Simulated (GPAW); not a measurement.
# GaN (F-43m) in GPAW: settings compared

One crystal, GaN, is run at these levels: PBE, RPBE; tasks: single point.

Program: GPAW 26.7.0. These are calculated values, not measurements. Logs are shortened: lines on timing, memory, paths and dates and some standing lists are left out, and cuts for length are marked. The log counts tension as positive stress, the text compression.

**The experiment to reproduce.**

A printed reference work, textbook reports, for a bulk crystal of GaN at 0 K: band gap 3.299 eV (direct).

The results are compared with them further down.

## 1. The structure

Symmetry: F-43m, No. 216, cubic system. The conventional cell has a = 4.507 Å, b = 4.507 Å, c = 4.507 Å, α = 90.00°, β = 90.00°, γ = 90.00°. Ga (site symmetry -43m) has 4 N at 1.95 Å as nearest neighbours. Around N (site symmetry -43m) lie 4 Ga at 1.95 Å.

The cell is a database's computed one.

## 2. Single point, PBE

Contents of run.py:

```python
import spglib
from ase import Atoms
from ase.dft.bandgap import bandgap
from ase.io import read, write
from ase.units import GPa
from gpaw import GPAW, PW, setup_paths

setup_paths.insert(0, '.')

atoms = read('GaN.cif')
cell, positions, numbers = spglib.find_primitive(
    (atoms.cell[:], atoms.get_scaled_positions(), atoms.numbers), symprec=1e-4)
atoms = Atoms(numbers, cell=cell, scaled_positions=positions, pbc=True)

calc = GPAW(mode=PW(650),
            xc='PBE',
            kpts={'size': (8, 8, 8), 'gamma': True},
            occupations={'name': 'fermi-dirac', 'width': 0.01},
            nbands=11,
            convergence={'density': 1e-05, 'energy': 1e-05},
            maxiter=150,
            txt='gpaw.txt')
atoms.calc = calc
energy = atoms.get_potential_energy()
forces = atoms.get_forces()
stress = atoms.get_stress()
calc.write('gs.gpw')
write('result.traj', atoms)
print(f'Energy: {energy:.6f} eV')
print('Forces (eV/A):')
print(forces.round(4))
print('Stress (GPa):', (stress / GPa).round(3))
print('Fermi level:', round(calc.get_fermi_level(), 4), 'eV')
print(f'Gap: {bandgap(calc)[0]:.4f} eV, direct: {bandgap(calc, direct=True)[0]:.4f} eV')
```

Contents of GaN.cif:

```cif
data_GaN
_cell_length_a 4.50700122
_cell_length_b 4.50700122
_cell_length_c 4.50700122
_cell_angle_alpha 90.00000000
_cell_angle_beta 90.00000000
_cell_angle_gamma 90.00000000
_space_group_name_H-M_alt 'F-43m'
_space_group_name_Hall 'F -4 2 3'
_space_group_IT_number 216
loop_
_space_group_symop_operation_xyz
'x,y,z'
'y,-x,-z'
'-x,-y,z'
'-y,x,-z'
'x,-y,-z'
'y,x,z'
'-x,y,-z'
'-y,-x,z'
'z,x,y'
'-z,y,-x'
'z,-x,-y'
'-z,-y,x'
'-z,x,-y'
'z,y,x'
'-z,-x,y'
'z,-y,-x'
'y,z,x'
'-x,-z,y'
'-y,z,-x'
'x,-z,-y'
'-y,-z,x'
'x,z,y'
'y,-z,-x'
'-x,z,-y'
'x,y+1/2,z+1/2'
'y,-x+1/2,-z+1/2'
'-x,-y+1/2,z+1/2'
'-y,x+1/2,-z+1/2'
'x,-y+1/2,-z+1/2'
'y,x+1/2,z+1/2'
'-x,y+1/2,-z+1/2'
'-y,-x+1/2,z+1/2'
'z,x+1/2,y+1/2'
'-z,y+1/2,-x+1/2'
'z,-x+1/2,-y+1/2'
'-z,-y+1/2,x+1/2'
'-z,x+1/2,-y+1/2'
'z,y+1/2,x+1/2'
'-z,-x+1/2,y+1/2'
'z,-y+1/2,-x+1/2'
'y,z+1/2,x+1/2'
'-x,-z+1/2,y+1/2'
'-y,z+1/2,-x+1/2'
'x,-z+1/2,-y+1/2'
'-y,-z+1/2,x+1/2'
'x,z+1/2,y+1/2'
'y,-z+1/2,-x+1/2'
'-x,z+1/2,-y+1/2'
'x+1/2,y,z+1/2'
'y+1/2,-x,-z+1/2'
'-x+1/2,-y,z+1/2'
'-y+1/2,x,-z+1/2'
'x+1/2,-y,-z+1/2'
'y+1/2,x,z+1/2'
'-x+1/2,y,-z+1/2'
'-y+1/2,-x,z+1/2'
'z+1/2,x,y+1/2'
'-z+1/2,y,-x+1/2'
'z+1/2,-x,-y+1/2'
'-z+1/2,-y,x+1/2'
'-z+1/2,x,-y+1/2'
'z+1/2,y,x+1/2'
'-z+1/2,-x,y+1/2'
'z+1/2,-y,-x+1/2'
'y+1/2,z,x+1/2'
'-x+1/2,-z,y+1/2'
'-y+1/2,z,-x+1/2'
'x+1/2,-z,-y+1/2'
'-y+1/2,-z,x+1/2'
'x+1/2,z,y+1/2'
'y+1/2,-z,-x+1/2'
'-x+1/2,z,-y+1/2'
'x+1/2,y+1/2,z'
'y+1/2,-x+1/2,-z'
'-x+1/2,-y+1/2,z'
'-y+1/2,x+1/2,-z'
'x+1/2,-y+1/2,-z'
'y+1/2,x+1/2,z'
'-x+1/2,y+1/2,-z'
'-y+1/2,-x+1/2,z'
'z+1/2,x+1/2,y'
'-z+1/2,y+1/2,-x'
'z+1/2,-x+1/2,-y'
'-z+1/2,-y+1/2,x'
'-z+1/2,x+1/2,-y'
'z+1/2,y+1/2,x'
'-z+1/2,-x+1/2,y'
'z+1/2,-y+1/2,-x'
'y+1/2,z+1/2,x'
'-x+1/2,-z+1/2,y'
'-y+1/2,z+1/2,-x'
'x+1/2,-z+1/2,-y'
'-y+1/2,-z+1/2,x'
'x+1/2,z+1/2,y'
'y+1/2,-z+1/2,-x'
'-x+1/2,z+1/2,-y'
loop_
_atom_site_label
_atom_site_type_symbol
_atom_site_symmetry_multiplicity
_atom_site_Wyckoff_symbol
_atom_site_fract_x
_atom_site_fract_y
_atom_site_fract_z
_atom_site_occupancy
Ga1 Ga 4 a 0.0000000000 0.0000000000 0.0000000000 1
N1 N 4 d 0.2500000000 0.2500000000 0.7500000000 1
```

Potentials or basis: PAW data sets generated in the run's folder for this functional, pw.

Command:

```
$ gpaw-setup -f PBE Ga N
$ OMP_NUM_THREADS=1 python run.py
```

gpaw.txt:

```text
__  _  _
 | _ |_)|_||  |
 |__||  | ||/\| - 26.7.0

Input parameters:
  mode=PW(ecut=650.0),
  convergence={'density': 1e-05, 'energy': 1e-05},
  kpts=MonkhorstPack(size=(8, 8, 8), gamma=True),
  maxiter=150,
  nbands=11,
  occupations=Occupations(name='fermi-dirac', width=0.01),
  xc=XC(name='PBE')

Diagonalizing LCAO Hamiltonian
Converting LCAO to pw mode

                  N

       Ga

Atoms  # Å, Bohr magnetons
|   | symbol |        x |        y |        z |    initial magnetic moments |
|---|--------|----------|----------|----------|-----------------------------|
| 0 |     Ga | 0.000000 | 0.000000 | 0.000000 | ( 0.0000,  0.0000,  0.0000) |
| 1 |      N | 3.380251 | 3.380251 | 3.380251 | ( 0.0000,  0.0000,  0.0000) |

Unit cell  # Å
| periodic |        x |        y |        z |  lengths |    angles |
|----------|----------|----------|----------|----------|-----------|
|      yes | 0.000000 | 2.253501 | 2.253501 | 3.186931 | 60.000000 |
|      yes | 2.253501 | 0.000000 | 2.253501 | 3.186931 | 60.000000 |
|      yes | 2.253501 | 2.253501 | 0.000000 | 3.186931 | 60.000000 |

Number of symmetries: 24
Symmetry operations  # r_c * U_cc + t_c -> r_c
|    | kind |            matrix            |
|----|------|------------------------------|
|  0 |  E   |  1, 0, 0,  0, 1, 0,  0, 0, 1 |
|  1 |  σ   |  1, 0, 0,  0, 0, 1,  0, 1, 0 |
|  2 |  σ   |  1, 0,-1,  0, 1,-1,  0, 0,-1 |
|  3 |  C3  |  1, 0,-1,  0, 0,-1,  0, 1,-1 |
|  4 |  C3  |  1,-1, 0,  0,-1, 1,  0,-1, 0 |
|  5 |  σ   |  1,-1, 0,  0,-1, 0,  0,-1, 1 |
|  6 |  σ   |  0, 1, 0,  1, 0, 0,  0, 0, 1 |
|  7 |  C3  |  0, 1, 0,  0, 0, 1,  1, 0, 0 |
|  8 |  C2  |  0, 1,-1,  1, 0,-1,  0, 0,-1 |
|  9 |  S4  |  0, 1,-1,  0, 0,-1,  1, 0,-1 |
| 10 |  C3  |  0, 0, 1,  1, 0, 0,  0, 1, 0 |
| 11 |  σ   |  0, 0, 1,  0, 1, 0,  1, 0, 0 |
| 12 |  S4  |  0, 0,-1,  1, 0,-1,  0, 1,-1 |
| 13 |  C3  |  0, 0,-1,  0, 1,-1,  1, 0,-1 |
| 14 |  S4  |  0,-1, 1,  1,-1, 0,  0,-1, 0 |
| 15 |  C2  |  0,-1, 1,  0,-1, 0,  1,-1, 0 |
| 16 |  C3  |  0,-1, 0,  1,-1, 0,  0,-1, 1 |
| 17 |  S4  |  0,-1, 0,  0,-1, 1,  1,-1, 0 |
| 18 |  S4  | -1, 1, 0, -1, 0, 1, -1, 0, 0 |
| 19 |  C3  | -1, 1, 0, -1, 0, 0, -1, 0, 1 |
| 20 |  C3  | -1, 0, 1, -1, 1, 0, -1, 0, 0 |
| 21 |  S4  | -1, 0, 1, -1, 0, 0, -1, 1, 0 |
| 22 |  σ   | -1, 0, 0, -1, 1, 0, -1, 0, 1 |
| 23 |  C2  | -1, 0, 0, -1, 0, 1, -1, 1, 0 |

BZ-sampling:
  Number of BZ points: 512
  Number of IBZ points: 29

  Monkhorst-Pack size: [8, 8, 8]
  Monkhorst-Pack shift: [0.0625, 0.0625, 0.0625]

K-points  # in reciprocal-cell coordinates
|     |                                coordinates |     weight |
|-----|--------------------------------------------|------------|
|   0 | (  0.00000000,   0.00000000,   0.00000000) | 0.00195312 |
|   1 | (  0.12500000,   0.12500000,   0.00000000) | 0.01171875 |
|   2 | (  0.12500000,   0.12500000,   0.12500000) | 0.01562500 |
|   3 | (  0.25000000,   0.12500000,   0.12500000) | 0.02343750 |
|   4 | (  0.25000000,   0.25000000,   0.00000000) | 0.01171875 |
|   5 | (  0.25000000,   0.25000000,   0.12500000) | 0.04687500 |
|   6 | (  0.25000000,   0.25000000,   0.25000000) | 0.01562500 |
|   7 | (  0.37500000,   0.25000000,  -0.37500000) | 0.04687500 |
|   8 | (  0.37500000,   0.25000000,   0.12500000) | 0.04687500 |
|   9 | (  0.37500000,   0.25000000,   0.25000000) | 0.04687500 |
| ... |                                            |            |
|  28 | (  0.50000000,   0.50000000,   0.50000000) | 0.00781250 |

Plane wave coefficients: 881
Cutoff: 650.0 eV

Spin-components: 1 (collinear spins)
Bands:           11
Projectors:      10
Spin-degeneracy: 2
Datatype:        complex128

Density:
  Valence electrons: 8.0
  Components: 1
  Grid points: [20 20 20]
  Charge: 0.0  # |e|

Potential:
  Grid points: [20 20 20]

species:
  Ga:
    name:    Gallium
    Z:       31.0
    valence: 3
    core:    28
    charge:  0.0  # [|e|]
    compensation charges:
      type: gauss
      rc: 0.37  # [Å]
      lmax: 2
    cutoffs:
      filter: 2.06  # [Å]
      core: 4.17  # [Å]
    projectors
    | kind |    occ | energy [eV] | rcut [Å] |
    |------|--------|-------------|----------|
    |   4s |  2.000 |      -8.945 |    1.164 |
    |   4p |  1.000 |      -2.580 |    1.164 |
    |    s |        |      18.266 |    1.164 |
    |    p |        |      24.631 |    1.164 |
    |    d |        |       0.000 |    1.164 |

    Using partial waves for Ga as LCAO basis

  N:
    name:    Nitrogen
    Z:       7.0
    valence: 5
    core:    2
    charge:  0.0  # [|e|]
    compensation charges:
      type: gauss
      rc: 0.18  # [Å]
      lmax: 2
    cutoffs:
      filter: 1.11  # [Å]
      core: 0.96  # [Å]
    projectors
    | kind |    occ | energy [eV] | rcut [Å] |
    |------|--------|-------------|----------|
    |   2s |  2.000 |     -18.583 |    0.603 |
    |   2p |  3.000 |      -7.089 |    0.529 |
    |    s |        |       8.629 |    0.603 |
    |    p |        |      20.123 |    0.529 |
    |    d |        |       0.000 |    0.577 |

    Using partial waves for N as LCAO basis

Reference energy: -54366.393864  # eV

eigensolver:
  PPCG
  Converge bands: occupied
  niter=2

density mixing:
  MSR1-Mixer
  Pratt-step length: 0.05
  Maximum mixing coefficient: 0.75
  Old densities: 10
  SVD Regularization: 0.005
  Good broyden scale: 1.0
  Trust region scale: 1.0
  Backstep threshold: 4.0
  History deletion threshold: 6.0
  Fourier metric: weight=20.0, sigma=0.015

occupation numbers:
  Fermi-Dirac:
    width: 0.0100  # eV

poisson solver:
  ecut: 5200.0  # eV

xc functional:
  name: PBE with 2 nearest neighbor stencil

convergence criteria:
- Maximum integral of absolute [dens]ity change: 1e-05 electrons / valence electron
- Maximum [total energy] change in last 3 cyles: 1e-05 eV / valence electron
- Maximum integral of absolute [eigenst]ate change: 4e-08 eV^2 / valence electron
maximum number of iterations: 150

SCF iterations
|iter     | |      energy | eigst |  dens |
|---------|-|-------------|-------|-------|
|iter:   1| |  -13.792535 | -0.30 |       |
|iter:   2| |  -13.307124 | -2.05 | -0.57 |
|iter:   3| |  -12.002411 | -0.70 | -0.62 |
|iter:   4| |  -12.001157 | -3.23 | -1.30 |
|iter:   5| |  -12.002047 | -3.51 | -1.57 |
|iter:   6| |  -12.002072 | -5.56 | -2.85 |
|iter:   7| |  -12.002084c| -6.24 | -3.17 |
|iter:   8| |  -12.002084c| -8.36c| -4.37 |
|iter:   9| |  -12.002084c| -8.04c| -4.86 |
|iter:  10| |  -12.002084c| -9.45c| -5.94c|

Converged in 10 steps
Energy contributions relative to reference atoms: (reference = -54366.393864)

Energy contributions:
  Kinetic:          33.513175
  Coulomb:         -29.317238
  Zero:              0.083644
  External:          0.000000
  Xc:              -16.281665
  Entropy:          -0.000000
  Spinorbit:         0.000000
  ----------------------------
  Free energy:     -12.002084
  Extrapolated:    -12.002084

dipole moment: (-10.171548, -10.171548, -10.171548)  # |e|*Ang

Fermi level: 6.608
Eigenvalues  # (at kpt = [0.000, 0.000, 0.000])
| band index |      eig [eV] | occ [0-2] |
|------------|---------------|-----------|
|          0 |        -9.471 |     2.000 |
|          1 |         6.395 |     2.000 |
|          2 |         6.395 |     2.000 |
|          3 |         6.395 |     2.000 |
|          4 |         8.221 |     0.000 |
|          5 |        16.800 |     0.000 |
|          6 |        16.800 |     0.000 |
|          7 |        16.800 |     0.000 |
|          8 |        24.090 |     0.000 |
|          9 |        24.818 |     0.000 |
|         10 |        24.831 |     0.000 |

Gap: 1.826 eV
Transition (v -> c):
  (s=0, k=0, n=3, [0.00, 0.00, 0.00]) -> (s=0, k=0, n=4, [0.00, 0.00, 0.00])
No difference between direct/indirect transitions

Forces  # eV/Ang
|       x |       y |        z |
|---------|---------|----------|
| 0.00000 | 0.00000 | -0.00000 |  # Ga   0
| 0.00000 | 0.00000 |  0.00000 |  # N    1

Stress tensor  # eV/Ang^3
|         x |         y |         z |
|-----------|-----------|-----------|
| -0.059633 |  0.000000 |  0.000000 |
|  0.000000 | -0.059633 |  0.000000 |
|  0.000000 |  0.000000 | -0.059633 |

# Writing to gs.gpw (mode='')
```

It took 6.3 s on 1 thread of Arm Neoverse V2, shared host; peak memory 0.13 GiB.

What came out:

| Item | Value |
| --- | --- |
| Free energy | -12.0021 eV |
| Pressure | 9.6 GPa |
| Band gap on the k mesh | 1.83 eV, direct |

Caveat: the cutoff is short for stress and forces, so pressures can be off by a GPa or more.

(Part 1 of 2 ends here.)
